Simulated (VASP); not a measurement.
Wanted: the native input for a VASP 6.6.1 run.

```
Task                   : band structure
Functional             : LDA
Potentials or basis    : VASP PAW LDA potentials, release 64 (Mn_pv, As)
Cutoff                 : 520 eV
k mesh                 : 12 × 12 × 12
Occupations            : gaussian, width 0.03 eV
Spin                   : collinear spin, ferromagnetic start
Starting moments       : [4.0, 0.0] μB
Further INCAR settings : ALGO = Normal; EDIFF = 1e-06; NBANDS = 20; AMIX = 0.2; BMIX = 0.0001
```

The structure of MnAs lies in POSCAR:

```
MnAs                                    
1.0
   -0.0000000000      2.8311846671      2.8311846671
    2.8311846671     -0.0000000000      2.8311846671
    2.8311846671      2.8311846671      0.0000000000
  Mn              As            
     1     1
Direct
     1.0000000000000000    1.0000000000000000    1.0000000000000000
     0.2500000000000000    0.2500000000000000    0.2500000000000000
```

The cell was built by a generator and needn't be a form met in nature.

One way to write it, as run:

INCAR

```
SYSTEM = MnAs
ALGO = Normal
AMIX = 0.2
AMIX_MAG = 0.8
BMIX = 1E-4
BMIX_MAG = 1E-4
EDIFF = 1E-6
ENCUT = 520
ISIF = 2
ISMEAR = 0
ISPIN = 2
LASPH = .True.
LCHARG = .False.
LMAXMIX = 4
LORBIT = 11
LREAL = .False.
LWAVE = .False.
MAGMOM = 4 0
NBANDS = 20
NELM = 150
PREC = Accurate
SIGMA = 0.03
```

KPOINTS

```
k-points
0
Gamma
  12 12 12
  0 0 0
```

KPOINTS_OPT

```
explicit points
109
Reciprocal
 0.0000000000  0.0000000000  0.0000000000 1
 0.0555555556  0.0000000000  0.0555555556 1
 0.1111111111  0.0000000000  0.1111111111 1
 0.1666666667  0.0000000000  0.1666666667 1
 0.2222222222  0.0000000000  0.2222222222 1
 0.2777777778  0.0000000000  0.2777777778 1
 0.3333333333  0.0000000000  0.3333333333 1
 0.3888888889  0.0000000000  0.3888888889 1
 0.4444444444  0.0000000000  0.4444444444 1
 0.5000000000  0.0000000000  0.5000000000 1
 0.5000000000  0.0000000000  0.5000000000 1
 0.5000000000  0.0277777778  0.5277777778 1
 0.5000000000  0.0555555556  0.5555555556 1
 0.5000000000  0.0833333333  0.5833333333 1
 0.5000000000  0.1111111111  0.6111111111 1
 0.5000000000  0.1388888889  0.6388888889 1
 0.5000000000  0.1666666667  0.6666666667 1
 0.5000000000  0.1944444444  0.6944444444 1
 0.5000000000  0.2222222222  0.7222222222 1
 0.5000000000  0.2500000000  0.7500000000 1
 0.5000000000  0.2500000000  0.7500000000 1
 0.4861111111  0.2638888889  0.7500000000 1
 0.4722222222  0.2777777778  0.7500000000 1
 0.4583333333  0.2916666667  0.7500000000 1
 0.4444444444  0.3055555556  0.7500000000 1
 0.4305555556  0.3194444444  0.7500000000 1
 0.4166666667  0.3333333333  0.7500000000 1
 0.4027777778  0.3472222222  0.7500000000 1
 0.3888888889  0.3611111111  0.7500000000 1
 0.3750000000  0.3750000000  0.7500000000 1
 0.3750000000  0.3750000000  0.7500000000 1
 0.3333333333  0.3333333333  0.6666666667 1
 0.2916666667  0.2916666667  0.5833333333 1
 0.2500000000  0.2500000000  0.5000000000 1
 0.2083333333  0.2083333333  0.4166666667 1
 0.1666666667  0.1666666667  0.3333333333 1
 0.1250000000  0.1250000000  0.2500000000 1
 0.0833333333  0.0833333333  0.1666666667 1
 0.0416666667  0.0416666667  0.0833333333 1
 0.0000000000  0.0000000000  0.0000000000 1
 0.0000000000  0.0000000000  0.0000000000 1
 0.0555555556  0.0555555556  0.0555555556 1
 0.1111111111  0.1111111111  0.1111111111 1
 0.1666666667  0.1666666667  0.1666666667 1
 0.2222222222  0.2222222222  0.2222222222 1
 0.2777777778  0.2777777778  0.2777777778 1
 0.3333333333  0.3333333333  0.3333333333 1
 0.3888888889  0.3888888889  0.3888888889 1
 0.4444444444  0.4444444444  0.4444444444 1
 0.5000000000  0.5000000000  0.5000000000 1
 0.5000000000  0.5000000000  0.5000000000 1
 0.5138888889  0.4722222222  0.5138888889 1
 0.5277777778  0.4444444444  0.5277777778 1
 0.5416666667  0.4166666667  0.5416666667 1
 0.5555555556  0.3888888889  0.5555555556 1
 0.5694444444  0.3611111111  0.5694444444 1
 0.5833333333  0.3333333333  0.5833333333 1
 0.5972222222  0.3055555556  0.5972222222 1
 0.6111111111  0.2777777778  0.6111111111 1
 0.6250000000  0.2500000000  0.6250000000 1
 0.6250000000  0.2500000000  0.6250000000 1
 0.6111111111  0.2500000000  0.6388888889 1
 0.5972222222  0.2500000000  0.6527777778 1
 0.5833333333  0.2500000000  0.6666666667 1
 0.5694444444  0.2500000000  0.6805555556 1
 0.5555555556  0.2500000000  0.6944444444 1
 0.5416666667  0.2500000000  0.7083333333 1
 0.5277777778  0.2500000000  0.7222222222 1
 0.5138888889  0.2500000000  0.7361111111 1
 0.5000000000  0.2500000000  0.7500000000 1
 0.5000000000  0.2500000000  0.7500000000 1
 0.5000000000  0.2777777778  0.7222222222 1
 0.5000000000  0.3055555556  0.6944444444 1
 0.5000000000  0.3333333333  0.6666666667 1
 0.5000000000  0.3611111111  0.6388888889 1
 0.5000000000  0.3888888889  0.6111111111 1
 0.5000000000  0.4166666667  0.5833333333 1
 0.5000000000  0.4444444444  0.5555555556 1
 0.5000000000  0.4722222222  0.5277777778 1
 0.5000000000  0.5000000000  0.5000000000 1
 0.5000000000  0.5000000000  0.5000000000 1
 0.4861111111  0.4861111111  0.5277777778 1
 0.4722222222  0.4722222222  0.5555555556 1
 0.4583333333  0.4583333333  0.5833333333 1
 0.4444444444  0.4444444444  0.6111111111 1
 0.4305555556  0.4305555556  0.6388888889 1
 0.4166666667  0.4166666667  0.6666666667 1
 0.4027777778  0.4027777778  0.6944444444 1
 0.3888888889  0.3888888889  0.7222222222 1
 0.3750000000  0.3750000000  0.7500000000 1
 0.6250000000  0.2500000000  0.6250000000 1
 0.6111111111  0.2222222222  0.6111111111 1
 0.5972222222  0.1944444444  0.5972222222 1
 0.5833333333  0.1666666667  0.5833333333 1
 0.5694444444  0.1388888889  0.5694444444 1
 0.5555555556  0.1111111111  0.5555555556 1
 0.5416666667  0.0833333333  0.5416666667 1
 0.5277777778  0.0555555556  0.5277777778 1
 0.5138888889  0.0277777778  0.5138888889 1
 0.5000000000  0.0000000000  0.5000000000 1
 0.0000000000  0.0000000000  0.0000000000 1
 0.3750000000  0.3750000000  0.7500000000 1
 0.5000000000  0.5000000000  0.5000000000 1
 0.6250000000  0.2500000000  0.6250000000 1
 0.5000000000  0.2500000000  0.7500000000 1
 0.5000000000  0.0000000000  0.5000000000 1
 0.4000000000  0.0000000000  0.4000000000 1
 0.4250000000  0.0000000000  0.4250000000 1
 0.4500000000  0.0000000000  0.4500000000 1
```

Potentials or basis: VASP PAW LDA potentials, release 64 (Mn_pv, As).

Launch:

```sh
$ cat potpaw_LDA.64/Mn_pv/POTCAR potpaw_LDA.64/As/POTCAR > POTCAR
$ mpirun -np 1 vasp_std > vasp.out
```

It gave:

```json
{
  "Pressure": "-7.7 GPa",
  "Band gap along the path": "none (metal or under the smearing width)",
  "Net moment": "3.41 μB per cell",
  "Site moments": "Mn +3.35; As -0.14 μB",
  "Valence electrons inside the program's atomic spheres": "Mn 11.54; As 2.81"
}
```

Caveat: a cell with one magnetic atom can't hold antiferromagnetic order, which such compounds often take.

Run time: 90 s on 1 thread of Intel(R) Xeon(R) 6975P-C (Granite Rapids) (shared host), peak memory 0.29 GiB.
